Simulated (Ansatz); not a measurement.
# C12N: the cost of one run

Program: Ansatz 0.2.0. Level of theory: DFT PBE+D3(BJ), scalar-relativistic, plane waves, PAW. These are calculated values, not measurements.

2 further runs of the same task are left out: 2 set aside as unsound or not needed. Runs told in other sessions of the task aren't counted.

## (1) The structure to begin with

The structure is orthorhombic, space group Fmmm (No. 69). Conventional cell: a = 2.466 Å, b = 4.268 Å, c = 6.790 Å, α = 90.00°, β = 90.00°, γ = 90.00°. C (site symmetry m2m) has 3 C at 1.42 Å in its first shell of neighbours.

As a file:

```cif
data_structure
_symmetry_space_group_name_H-M 'P 1'
_symmetry_Int_Tables_number 1
_cell_length_a 4.0099
_cell_length_b 3.6117
_cell_length_c 2.4646
_cell_angle_alpha 80.170
_cell_angle_beta 62.558
_cell_angle_gamma 37.273
_cell_volume 17.86
loop_
_atom_site_label
_atom_site_type_symbol
_atom_site_fract_x
_atom_site_fract_y
_atom_site_fract_z
_atom_site_occupancy
C1 C 0.16670 0.83330 0.16670 1
C2 C 0.83330 0.16670 0.83330 1
```

It is the result of an earlier relaxation at this level (volume 8.93 Å³/atom; gap on the mesh: 0.07 eV).

## (4) The grid

Atoms count from 1 in the order of the input.

N2 is moved over the surface cell at a fixed height above a rigid substrate; the origin of the map has the adsorbate above C21; the height is held at 3.10 Å.

The axes are (1) position of N25 along the first surface vector, from above C21: 4 values from 0.00 to 0.75, periodic; (2) position of N25 along the second surface vector, from above C21: 4 values from 0.00 to 0.75, periodic.

Nothing else is relaxed. Points are written as (first, second).

The two vectors of the plane (Å): (2.466, 0.000, 0.000); (-1.233, 3.395, 0.000).

(The set-up runs are not shown.)

## (5) Grid point (0/4, 0/4) of the map's two axes

The input, input.yaml:

```yaml
crystal:
  lattice:
    - [4.9311586502, 0.0, 0.0]
    - [-2.4655793251, 6.7895556517, 0.0]
    - [0.0, 0.0, 23.7359273492]
  atoms:
    - { symbol: C, position: [0.25, 0.0, 0.1685209068] }
    - { symbol: C, position: [0.25, 0.5, 0.1685209068] }
    - { symbol: C, position: [0.75, 0.0, 0.1685209068] }
    - { symbol: C, position: [0.75, 0.5, 0.1685209068] }
    - { symbol: C, position: [0.0, 0.0, 0.1984798698] }
    - { symbol: C, position: [0.0, 0.5, 0.1984798698] }
    - { symbol: C, position: [0.5, 0.0, 0.1984798698] }
    - { symbol: C, position: [0.5, 0.5, 0.1984798698] }
    - { symbol: C, position: [0.0, 0.0, 0.2584325666] }
    - { symbol: C, position: [0.0, 0.5, 0.2584325666] }
    - { symbol: C, position: [0.5, 0.0, 0.2584325666] }
    - { symbol: C, position: [0.5, 0.5, 0.2584325666] }
    - { symbol: C, position: [0.25, 0.0, 0.2876706604] }
    - { symbol: C, position: [0.25, 0.5, 0.2876706604] }
    - { symbol: C, position: [0.75, 0.0, 0.2876706604] }
    - { symbol: C, position: [0.75, 0.5, 0.2876706604] }
    - { symbol: C, position: [0.25, 0.0, 0.3504208151] }
    - { symbol: C, position: [0.25, 0.5, 0.3504208151] }
    - { symbol: C, position: [0.75, 0.0, 0.3504208151] }
    - { symbol: C, position: [0.75, 0.5, 0.3504208151] }
    - { symbol: C, position: [0.0, 0.0, 0.3764726449] }
    - { symbol: C, position: [0.0, 0.5, 0.3764726449] }
    - { symbol: C, position: [0.5, 0.0, 0.3764726449] }
    - { symbol: C, position: [0.5, 0.5, 0.3764726449] }
    - { symbol: "N", position: [0.0, 0.0, 0.5070763477] }
    - { symbol: "N", position: [0.0, 0.0, 0.553419597] }
basis:
  ecutwfc: 420
kpoints:
  mp_grid: { grid: [6, 4, 1] }
hamiltonian:
  xc: pbe
  pseudopotentials: { kind: paw, azcp: { folder: soft_1 } }
  dispersion: d3bj
scf:
  occupations: { method: gaussian, width: 0.05 }
output:
  forces: true
  eigenvalues: true
  write_density: true
  write_potential: true
  elf: true
  volumetric_format: npy
efield:
  axis: 3
  dipole_correction: true
  ramp_width: 0.04
```

Run with:

```console
> ansatz run input.yaml --threads 2 --pin off --max-ram 6144MiB --backend cpu --events-out ev --progress --plain --runs-dir out
```

Q: Estimate wall time and peak memory on 2 threads of Arm Neoverse V1, shared host.

About 88 s, with a peak of 1.4 GiB.
